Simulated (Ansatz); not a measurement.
Crystal: Ru.

```
CELL_PARAMETERS angstrom
2.70580 0.00000 0.00000
-1.35290 2.34329 0.00000
0.00000 0.00000 4.28190
ATOMIC_POSITIONS crystal
Ru 0.66667 0.33333 0.75000
Ru 0.33333 0.66667 0.25000
```

* Program: Ansatz 0.2.0
* Task: relaxation of cell and atoms
* Functional: LDA
* Potentials or basis: Ansatz PAW
* Cutoff: 420 eV (not typed: the program's choice for these potentials)
* k mesh: 11 × 11 × 6
* Occupations: fermi-dirac, width 0.05 eV
* Spin: no spin polarisation

At the start: volume 13.57 Å³/atom.

Problem. Where does the relaxation end?

Solution. It ends after 5 steps and the volume is 13.09 Å³/atom (-3.6 %); space group P6_3/mmc (No. 194, to 0.05 Å).

The path:
```tsv
step	energy change (eV)	largest force (eV/Å)	volume (Å³)
1	0.0000	0.0000	27.15
2	-0.0384	0.0000	26.25
3	-0.0387	0.0000	26.17
4	-0.0387	0.0000	26.18
5	-0.0385	0.0000	26.18
```

Final structure:
```cif
data_structure
_symmetry_space_group_name_H-M 'P 1'
_symmetry_Int_Tables_number 1
_cell_length_a 2.6733
_cell_length_b 2.6733
_cell_length_c 4.2297
_cell_angle_alpha 90.000
_cell_angle_beta 90.000
_cell_angle_gamma 120.000
_cell_volume 26.18
loop_
_atom_site_label
_atom_site_type_symbol
_atom_site_fract_x
_atom_site_fract_y
_atom_site_fract_z
_atom_site_occupancy
Ru1 Ru 0.66667 0.33333 0.75000 1
Ru2 Ru 0.33333 0.66667 0.25000 1
```

Caveat: the plane-wave basis is chosen anew once the cell has moved, so the energies of steps on either side of that aren't comparable; the PAW data sets come from PBE, with cores solved anew for the run's functional, which leaves a small shift of forces and pressure.
